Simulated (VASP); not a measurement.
Set up this calculation in VASP 6.6.1, as the native input.

| Item | Value |
| --- | --- |
| Task | single point |
| Functional | PBE |
| Potentials or basis | VASP PAW PBE potentials, release 64 (Ga_d, As) |
| Cutoff | 520 eV |
| k mesh | 12 × 12 × 12 |
| Occupations | gaussian, width 0.02 eV |
| Spin | no spin polarisation |
| Dipole correction | no |
| Further INCAR settings | ALGO = Fast; EDIFF = 1e-06; NBANDS = 16 |

The structure of GaAs lies in POSCAR:

```
GaAs
1.0
    0.0000000000      2.8726923263      2.8726923263
    2.8726923263      0.0000000000      2.8726923263
    2.8726923263      2.8726923263      0.0000000000
Ga As
1 1
Direct
    0.0000000000      0.0000000000      0.0000000000
    0.2500000000      0.2500000000      0.2500000000
```

The input as run:

INCAR

```
ALGO = Fast
EDIFF = 1E-6
ENCUT = 520
GGA = PE
ISIF = 2
ISMEAR = 0
LASPH = True
LCHARG = True
LELF = True
LREAL = False
LVHAR = True
LWAVE = False
NBANDS = 16
NELM = 100
PREC = Accurate
SIGMA = 0.02
```

KPOINTS

```
k-points
0
Gamma
  12 12 12
```

Potentials or basis: VASP PAW PBE potentials, release 64 (Ga_d, As).

Command:

```bash
$ cat potpaw_PBE.64/Ga_d/POTCAR potpaw_PBE.64/As/POTCAR > POTCAR
$ mpirun -np 1 vasp_std > vasp.out
```

It gave:

- Pressure: 0.3 GPa
- Band gap on the k mesh: 0.16 eV, direct

Wall time 24 s on 1 thread of Intel(R) Xeon(R) 6975P-C (Granite Rapids) (shared host), peak memory 0.2 GiB.
